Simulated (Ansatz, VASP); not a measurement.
# SnO2: VASP beside Ansatz

```xyz
6
Lattice="4.8629 0.0000 0.0000 0.0000 4.8660 0.0000 0.0000 0.0000 3.1422" Properties=species:S:1:pos:R:3 pbc="T T T"
Sn    2.4315    2.4330    1.5711
Sn    0.0000    0.0000    0.0000
O     1.4859    1.4918    0.0000
O     3.9174    0.9412    1.5711
O     0.9455    3.9248    1.5711
O     3.3770    3.3742    0.0000
```

Change from the starting cell: strain +0.030 along x and y, -0.015 along z, atoms carried along.

Alike in both runs: task single point; functional LDA; k mesh 6 × 6 × 8; occupations gaussian, width 0.05 eV; no spin polarisation.

|  | VASP | Ansatz |
| --- | --- | --- |
| version | VASP 6.6.1 | Ansatz 0.2.0 |
| potentials or method | VASP PAW LDA potentials, release 64 (Sn_d, O) | scalar-relativistic, plane waves, PAW |
| plane-wave cutoff (eV) | 520 | 420 |
| valence electrons in the cell | 52 | 52 |

VASP gave:

* gap on the k mesh at the Fermi level (eV): 0.85
* least direct gap on the mesh (eV): 0.85
* pressure (GPa): -5.8
* largest component of the traceless stress (GPa): 5.14
* rms of the force components (eV/Å): 0.018

Question: Estimate Ansatz's values.

Answer: gap on the k mesh at the Fermi level (eV): 0.82; least direct gap on the mesh (eV): 0.82; pressure (GPa): -6.7; largest component of the traceless stress (GPa): 4.77; rms of the force components (eV/Å): 0.036.

Atom by atom the forces differ by 0.018 eV/Å (rms over components).

Caveats: spin-orbit coupling is left out, which moves the levels of the heavy elements.
